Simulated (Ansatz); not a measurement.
# Nb: a surface, (100), 6 layers, part 1 of 3

What do the surfaces of Nb (100), 6 layers cost, and how tightly do they hold an electron? Methods of the runs shown: PAW. Its runs: bulk cell relaxed (PAW); bulk in the slab's orientation (PAW); the reference run (PAW); atoms relaxed (PAW); field of 0.2 V/Å along the normal (PAW); core holes in 3d of Nb (PAW).

Method: DFT, PBE, PAW with Ansatz's default frozen-core files, scalar-relativistic, in Ansatz 0.2.0.

## 1. Starting point

It takes space group Im-3m (No. 229, cubic). The conventional cell has a = 3.310 Å, b = 3.310 Å, c = 3.310 Å, α = 90.00°, β = 90.00°, γ = 90.00°. Nb (site symmetry m-3m) is surrounded by 8 Nb at 2.87 Å.

As a file:

```xyz
1
Lattice="-1.6548 1.6548 1.6548 1.6548 -1.6548 1.6548 1.6548 1.6548 -1.6548" Properties=species:S:1:pos:R:3 pbc="T T T"
Nb    0.0000    0.0000    0.0000
```

## 2. Bulk cell relaxed, PAW

Input file input.yaml:

```yaml
crystal:
  lattice:
    - [-1.6548069191, 1.6548069191, 1.6548069191]
    - [1.6548069191, -1.6548069191, 1.6548069191]
    - [1.6548069191, 1.6548069191, -1.6548069191]
  atoms:
    - { symbol: Nb, position: [0.0, 0.0, 0.0] }
kpoints:
  mp_grid: { grid: [18, 18, 18] }
scf:
  occupations: { method: fermi_dirac, width: 0.05 }
hamiltonian:
  xc: pbe
  pseudopotentials: { kind: paw }
output:
  forces: true
  stress: true
relax:
  f_tol: 0.005
  max_steps: 40
  cell: {}
```

On the command line:

```bash
$ ansatz run input.yaml --threads 2 --pin off --max-ram 5120MiB --backend cpu --events-out ev --progress --plain --runs-dir out
```

Standard output:

```text
Engine: ansatz 0.2.0
Pseudopotentials: kind: paw
Pseudopotential: Nb, paw, valence charge 13, recommended cutoff 420 eV (normal)
Functional definition: PBE
  parameter kappa = 0.804
  parameter beta = 0.06672455060314922
  exchange = pbe_x(kappa = kappa, mu = beta*pi^2/3)
  correlation = pbe_c(beta = beta)
Crystal: 1 atoms, lattice volume = 18.126 Å³
Basis set: ecut = 420 eV, 369 PW (Γ), exchange–correlation on 40×40×40 points (8 copies of the dense FFT grid, shifted against one another)
Bands: 11, of which v1, the nominal top of the filled ones, is band 7 counted from 1 (6 counted from 0)
Symmetry: 48 space group operations
Space group: Im-3m (ITA 229), of the structure as read, at distance tolerance 2.6e-5 Å
k-points: 195 of 5832
Non-local potential: Nb, projectors of the file, l = 0: 3, l = 1: 2, l = 2: 2, l = 3: 1
PAW form: soft (Blöchl's): semilocal exchange-correlation on the pseudo side does not see the compensation charge
PAW one-centre angular grid: Nb, 590 points (default); XC on 64 Gauss nodes
Initial density: superposition of atomic densities (neutral atoms: chi_scale 0, normalization atom), corrected by the library's trained network
Initial wavefunctions: pseudopotential atomic-orbital guess
Functional: x = pbe(κ = 0.804, μ = 0.2195149727645171), c = pbe(β = 0.06672455060314922)
SCF iter   1: F=—  HF=-4552.290033 eV  |F-HF|=—  |Δ(HF+E_count)|=         —  Δρ=3.77e-3  dr2=2.05e-3  ethr=1.77e-3  ⟨swp⟩=5.1  Hψ=12528  notcnv=0
preconditioner: auto → none  [metal: Δε(μ)=0.014 eV  Ē_g=7.565 eV  σ=0.050 eV  W_gap=0.07  n_scr=0 (ndim 8)  ℏωp=19.5 eV  f_vac=0.000  D(μ)=1.64/eV (n_scr^D=18)]
SCF iter   2: F=—  HF=-4552.289680 eV  |F-HF|=—  |Δ(HF+E_count)|=   3.53e-4  Δρ=1.50e-3  dr2=1.95e-4  ethr=1.57e-5  ⟨swp⟩=2.2  Hψ=4480  notcnv=0  defer=1
SCF iter   3: F=—  HF=-4552.289691 eV  |F-HF|=—  |Δ(HF+E_count)|=   1.10e-5  Δρ=4.65e-4  dr2=2.03e-5  ethr=1.50e-6  ⟨swp⟩=1.0  Hψ=2119  notcnv=0  defer=1
SCF iter   4: F=—  HF=-4552.289693 eV  |F-HF|=—  |Δ(HF+E_count)|=   2.69e-6  Δρ=3.23e-5  dr2=4.74e-8  ethr=1.56e-7  ⟨swp⟩=1.0  Hψ=2119  notcnv=0  defer=1
iter 5 did not close the SCF: its close was put off for the readings that it lacked (scf_convergence_deferred on its scf_iter line)
SCF iter   5: F=-4552.289693 eV  HF=-4552.289693 eV  |F-HF|=1.09e-11  |Δ(HF+E_count)|=   5.29e-8  Δρ=2.53e-6  dr2=3.51e-10  ethr=3.64e-10  ⟨swp⟩=2.1  Hψ=3397  notcnv=0  defer=1
SCF iter   6: F=-4552.289693 eV  HF=-4552.289693 eV  |F-HF|=8.19e-12  |Δ(HF+E_count)|=  1.55e-11  Δρ=5.41e-7  dr2=1.12e-11  ethr=2.70e-12  ⟨swp⟩=1.1  Hψ=5306  notcnv=0
SCF 1 converged in 6 iterations: F = -4552.289693 eV  dr2 = 1.12e-11
relax step   1: F+E_penalty+E_count = -4552.28969346 eV  Δ(F+E_penalty+E_count) = +0.000e0 eV  max|allowed force component| = 0.000e0 eV/Å  Δτ_max = 0.0000 Å  P = +0.247 GPa  Ω = 18.126 Å³  (6 SCF iters, dr2 threshold 1.00e-7 eV, accepted)
Crystal: 1 atoms, lattice volume = 18.215 Å³
Initial density: handed on by an earlier stage of this run
Initial wavefunctions: those handed on with the density
iter 1 solved again at ethr=1.23e-8 eV; its pass at ethr=3.10e-3 eV (dr2=1.60e-6 eV) is discarded
SCF iter   1: F=—  HF=-4552.289585 eV  |F-HF|=—  |Δ(HF+E_count)|=         —  Δρ=1.74e-4  dr2=2.20e-6  ethr=1.23e-8  ⟨swp⟩=3.1  Hψ=15986  notcnv=0
preconditioner: auto → none  [metal: Δε(μ)=0.015 eV  Ē_g=7.520 eV  σ=0.050 eV  W_gap=0.07  n_scr=0 (ndim 8)  ℏωp=19.5 eV  f_vac=0.000  D(μ)=1.65/eV (n_scr^D=18)]
SCF iter   2: F=—  HF=-4552.289585 eV  |F-HF|=—  |Δ(HF+E_count)|=   5.45e-7  Δρ=8.16e-5  dr2=4.34e-7  ethr=1.23e-8  ⟨swp⟩=2.0  Hψ=3073  notcnv=0
SCF iter   3: F=-4552.289586 eV  HF=-4552.289586 eV  |F-HF|=3.95e-9  |Δ(HF+E_count)|=   4.10e-7  Δρ=1.51e-5  dr2=2.16e-8  ethr=7.69e-10  ⟨swp⟩=4.0  Hψ=6019  notcnv=0
SCF 2 converged in 3 iterations: F = -4552.289586 eV  dr2 = 2.16e-8
relax step   2: F+E_penalty+E_count = -4552.28958586 eV  Δ(F+E_penalty+E_count) = +1.076e-4 eV  max|allowed force component| = 0.000e0 eV/Å  Δτ_max = 0.0000 Å  P = -0.573 GPa  Ω = 18.215 Å³  energy of the carried Pulay correction = -1.644e-5 eV  (3 SCF iters, dr2 threshold 1.00e-7 eV, rejected (line search))
Crystal: 1 atoms, lattice volume = 18.153 Å³
iter 1 solved again at ethr=4.24e-9 eV; its pass at ethr=3.10e-3 eV (dr2=5.51e-7 eV) is discarded
SCF iter   1: F=—  HF=-4552.289709 eV  |F-HF|=—  |Δ(HF+E_count)|=         —  Δρ=1.08e-4  dr2=8.29e-7  ethr=4.24e-9  ⟨swp⟩=3.3  Hψ=16229  notcnv=0
preconditioner: auto → none  [metal: Δε(μ)=0.013 eV  Ē_g=7.545 eV  σ=0.050 eV  W_gap=0.06  n_scr=0 (ndim 8)  ℏωp=19.5 eV  f_vac=0.000  D(μ)=1.64/eV (n_scr^D=18)]
SCF iter   2: F=—  HF=-4552.289709 eV  |F-HF|=—  |Δ(HF+E_count)|=   8.99e-9  Δρ=5.16e-5  dr2=1.76e-7  ethr=4.24e-9  ⟨swp⟩=2.0  Hψ=2960  notcnv=0
SCF iter   3: F=—  HF=-4552.289709 eV  |F-HF|=—  |Δ(HF+E_count)|=   1.64e-7  Δρ=8.17e-6  dr2=7.32e-9  ethr=1.35e-9  ⟨swp⟩=1.7  Hψ=2905  notcnv=0
SCF iter   4: F=—  HF=-4552.289709 eV  |F-HF|=—  |Δ(HF+E_count)|=  4.70e-10  Δρ=1.21e-6  dr2=6.41e-11  ethr=5.63e-11  ⟨swp⟩=2.5  Hψ=3269  notcnv=0
SCF iter   5: F=-4552.289709 eV  HF=-4552.289709 eV  |F-HF|=0.00e0  |Δ(HF+E_count)|=  2.73e-11  Δρ=6.08e-8  dr2=2.75e-13  ethr=1.00e-12  ⟨swp⟩=5.0  Hψ=7425  notcnv=0
SCF 3 converged in 5 iterations: F = -4552.289709 eV  dr2 = 2.75e-13
relax step   3: F+E_penalty+E_count = -4552.28970890 eV  Δ(F+E_penalty+E_count) = -1.544e-5 eV  max|allowed force component| = 0.000e0 eV/Å  Δτ_max = 0.0000 Å  P = -0.001 GPa  Ω = 18.153 Å³  energy of the carried Pulay correction = -4.945e-6 eV  (5 SCF iters, accepted)
Initial wavefunctions: pseudopotential atomic-orbital guess (no wavefunctions were taken with the density)
iter 1 solved again at ethr=2.35e-8 eV; its pass at ethr=3.10e-3 eV (dr2=3.06e-6 eV) is discarded
SCF iter   1: F=—  HF=-4552.289715 eV  |F-HF|=—  |Δ(HF+E_count)|=         —  Δρ=2.56e-6  dr2=1.56e-10  ethr=2.35e-8  ⟨swp⟩=3.0  Hψ=18883  notcnv=0
eigensolver tolerance schedule: the retry pair's looser diagonalisation over-reported the residual by 19650.82 of it (diagonalisation noise at 0.18 of the residual, at the tolerance the schedule requests for it); recorded, not acted on — ethr = c·dr2/N_el stays at c = 1.0e-1
SCF iter   2: F=—  HF=-4552.289715 eV  |F-HF|=—  |Δ(HF+E_count)|=   2.35e-7  Δρ=1.35e-6  dr2=3.90e-11  ethr=1.20e-12  ⟨swp⟩=2.7  Hψ=3769  notcnv=0
SCF iter   3: F=-4552.289715 eV  HF=-4552.289715 eV  |F-HF|=3.64e-12  |Δ(HF+E_count)|=  5.37e-11  Δρ=1.14e-7  dr2=1.78e-12  ethr=1.00e-12  ⟨swp⟩=5.0  Hψ=7240  notcnv=0
SCF 4 converged in 3 iterations: F = -4552.289715 eV  dr2 = 1.78e-12
relax step   4: F+E_penalty+E_count = -4552.28971454 eV  Δ(F+E_penalty+E_count) = -5.635e-6 eV  max|allowed force component| = 0.000e0 eV/Å  Δτ_max = 0.0000 Å  P = -0.001 GPa  Ω = 18.153 Å³  stress off target by 1.29e-3 GPa  SCF on the basis re-selected at this cell (its energy is not comparable with the rows above)  (3 SCF iters)
basis re-selected at this cell: Δ(F+E_penalty+E_count) = -5.635e-6 eV, ΔP = -0.000 GPa vs the last step (what re-selecting the basis moved, of the pressure what is left beyond the Pulay correction that the steps carried, after the strain that the cell walked since its last selection, with what the two solves' SCF thresholds leave and, on support functions, any second-order correction that the steps lacked; it is no measure of the basis error at this ecutwfc). This SCF's stress stands 1.29e-3 GPa from its target on what of the cell is left free (relax.cell.stress_tol is 5.00e-2 GPa) and its largest allowed force component is 0.00e0 eV/Å (relax.f_tol is 5.00e-3 eV/Å): within both
SCF converged after 3 iterations
Free energy (F): -4552.289715 eV
Harris-Foulkes:  -4552.289715 eV  (|F-HF|=3.64e-12)
Internal energy: -4552.276269 eV  (E = F + TS)
E sigma→0 (E₀):  -4552.282992 eV
Entropy (-TS):   -0.013445 eV (-13.445 meV/atom)
Fermi energy:    17.604233 eV
--- Per-component energies (eV) ---
  E_band       = -69.485127
  E_kinetic    = 394.938412
  E_local      = -697.918649  (includes V_loc(G=0)·N_el)
  E_nonlocal   = 119.869599
  E_hartree    = 217.197424
  E_xc         = -175.657824
  E_vxc        = -213.108428  (∫ρ·V_xc dr)
  E_paw        = -3073.405551  (= ΣΔE_a)
  E_vpaw       = -107.660942  (= ΣTr[D̂ρ^β])
  E_aug_tail   = 0.000006  (compensation charges beyond the density's cutoff)
  E_ewald      = -1337.299685
  E_smearing   = -0.013445  (= −TS)
  E_closure    = 0.000000  (closes the sum)
  Σ components = -4552.289715   (vs F -4552.289715, Δ=0.00e0)
--- Forces (eV/Å), atoms counted from 1 ---
  atom   1  Nb    -0.00000000     0.00000000    -0.00000000
  max |Σ_I F_I| component: 1.85e-32 eV/Å
--- Stress (GPa, compression-positive) ---
       -0.001290       0.000000      -0.000000
       -0.000000      -0.001290       0.000000
       -0.000000      -0.000000      -0.001290
  P = ⅓ Tr σ = -0.0013 GPa (-0.013 kbar)
--- Relaxed structure (3 steps of the walk, 2 accepted, 1 SCFs on fresh bases) ---
  F+E_penalty+E_count = -4552.28971454 eV   max|allowed force component| = 0.000e0 eV/Å   (the final SCF, on the basis selected at the relaxed cell)
  cell:  # Å, volume = 18.1526 Å³
    - [-1.655616273229314, 1.655616273229314, 1.655616273229314]
    - [1.655616273229314, -1.655616273229314, 1.655616273229314]
    - [1.655616273229314, 1.655616273229314, -1.655616273229314]
  atoms:
    - { symbol: Nb, position: [0.0, 0.0, 0.0] }
```

Wall time 4.3 s (2 threads of Arm Neoverse V1, shared host); peak memory 0.32 GiB.

The steps of the relaxation:

| step | energy from step 1 (eV/cell) | largest force component (eV/Å) | pressure (GPa) | volume (Å³) |
| --- | --- | --- | --- | --- |
| 1 | 0.0000 | 0.0000 | 0.25 | 18.13 |
| 2x | 0.0001 | 0.0000 | -0.57 | 18.21 |
| 3 | 0.0000 | 0.0000 | 0.00 | 18.15 |
| 4 | 0.0000 | 0.0000 | 0.00 | 18.15 |

Step 1 is the start. Step 4 repeats the geometry before on a plane-wave basis chosen anew for that cell, so the energy can jump there without any move; the table keeps such jumps. 1 step was tried and not accepted (marked x).

| input's cell | before | after | change |
| --- | --- | --- | --- |
| a (Å) | 2.866 | 2.868 | +0.0 % |
| b (Å) | 2.866 | 2.868 | +0.0 % |
| c (Å) | 2.866 | 2.868 | +0.0 % |
| volume (Å³/atom) | 18.13 | 18.15 | +0.1 % |

## 3. Bulk in the slab's orientation, PAW

Input file input.yaml:

```yaml
crystal:
  lattice:
    - [3.3112325465, 0.0, 0.0]
    - [0.0, 3.3112325465, 0.0]
    - [0.0, 0.0, 3.3112325465]
  atoms:
    - { symbol: Nb, position: [0.0, 0.0, 0.0] }
    - { symbol: Nb, position: [0.5, 0.5, 0.5] }
kpoints:
  mp_grid: { grid: [10, 10, 10] }
scf:
  occupations: { method: fermi_dirac, width: 0.05 }
hamiltonian:
  xc: pbe
  pseudopotentials: { kind: paw }
output:
  forces: true
  stress: true
  eigenvalues: true
```

On the command line:

```bash
$ ansatz run input.yaml --threads 2 --pin off --max-ram 5120MiB --backend cpu --events-out ev --progress --plain --runs-dir out
```

Standard output, shortened:

```text
[...]
[... 3 set-up lines as earlier in the session ...]
[...]
Crystal: 2 atoms, lattice volume = 36.305 Å³
Basis set: ecut = 420 eV, 739 PW (Γ), exchange–correlation on 48×48×48 points (8 copies of the dense FFT grid, shifted against one another)
Bands: 17, of which v1, the nominal top of the filled ones, is band 13 counted from 1 (12 counted from 0)
[...]
--- Stress (GPa, compression-positive) ---
       -0.201470       0.000000      -0.000000
       -0.000000      -0.201470      -0.000000
        0.000000       0.000000      -0.201470
  P = ⅓ Tr σ = -0.2015 GPa (-2.015 kbar)
--- Band table (eV; the first three rows and the last of 56) ---
  k-point 0: bands = ["-36.7256", "-36.3186", "-12.9629", "-12.9629", "-12.9629", "-12.0546", "-12.0546", "-12.0546", "11.7222", "13.9385", "13.9385", "17.9853", "17.9853", "17.9853", "20.8688", "20.8688", "23.1711"]
[...]
```

Run time: 1.5 s. Hardware: 2 threads of Arm Neoverse V1, shared host; peak memory 0.3 GiB.

In short: pressure -0.20 GPa; no gap.

## 4. The slab

The slab cell holds 6 atoms: a = 3.311 Å, b = 3.311 Å, c = 24.278 Å, α = 90.00°, β = 90.00°, γ = 90.00°.

(Continued in part 2 of 3.)
